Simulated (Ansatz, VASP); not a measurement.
# Two plane-wave programs on Hg

Contents of INCAR:

```
SYSTEM = Hg
PREC = Accurate
ENCUT = 520
EDIFF = 1E-7
ISMEAR = -1
SIGMA = 0.05
LREAL = .FALSE.
LASPH = .TRUE.
NELM = 80
ALGO = Normal
ISIF = 2
LWAVE = .FALSE.
LCHARG = .FALSE.
GGA = PE
NBANDS = 19
```

File KPOINTS:

```
regular mesh
0
G
  9 9 5
  0 0 0
```

Contents of POSCAR:

```
Hg
1.0
    3.5073649894      0.0000000000      0.0000000000
   -1.7536824947      3.0374671811      0.0000000000
    0.0000000000      0.0000000000      5.5597611438
Hg
2
Direct
    0.3333333333      0.6666666667      0.2500000000
    0.6666666667      0.3333333333      0.7500000000
```

input.yaml

```yaml
crystal:
  lattice:
    - [3.5073649894, 0.0, 0.0]
    - [-1.7536824947, 3.0374671811, 0.0]
    - [0.0, 0.0, 5.5597611438]
  atoms:
    - { symbol: Hg, position: [0.3333333333, 0.6666666667, 0.25] }
    - { symbol: Hg, position: [0.6666666667, 0.3333333333, 0.75] }
hamiltonian:
  xc: pbe
  pseudopotentials: { kind: paw }
kpoints:
  mp_grid: { grid: [9, 9, 5] }
scf:
  occupations: { method: fermi_dirac, width: 0.05 }
output:
  forces: true
  stress: true
  eigenvalues: true
  write_density: true
  write_potential: true
  elf: true
  volumetric_format: npy
```

Change from the starting cell: volume scaled by 1.04.

Alike in both runs: task single point; functional PBE; k mesh 9 × 9 × 5; occupations fermi-dirac, width 0.05 eV; no spin polarisation.

```csv
,VASP,Ansatz
version,VASP 6.6.1,Ansatz 0.2.0
potentials or method,"VASP PAW PBE potentials, release 64 (Hg)",Ansatz PAW
plane-wave cutoff (eV),520,420
valence electrons in the cell,24,40
```

```csv
,VASP,Ansatz,Ansatz less VASP
gap on the k mesh at the Fermi level (eV),none,none,-
pressure (GPa),0.6,0.5,-0.07
```

A gap of «none» marks a metal or a gap that the smearing closes. The two sets of potentials don't hold the same shells in valence.

Spin-orbit coupling is left out, which matters for the levels of Hg.
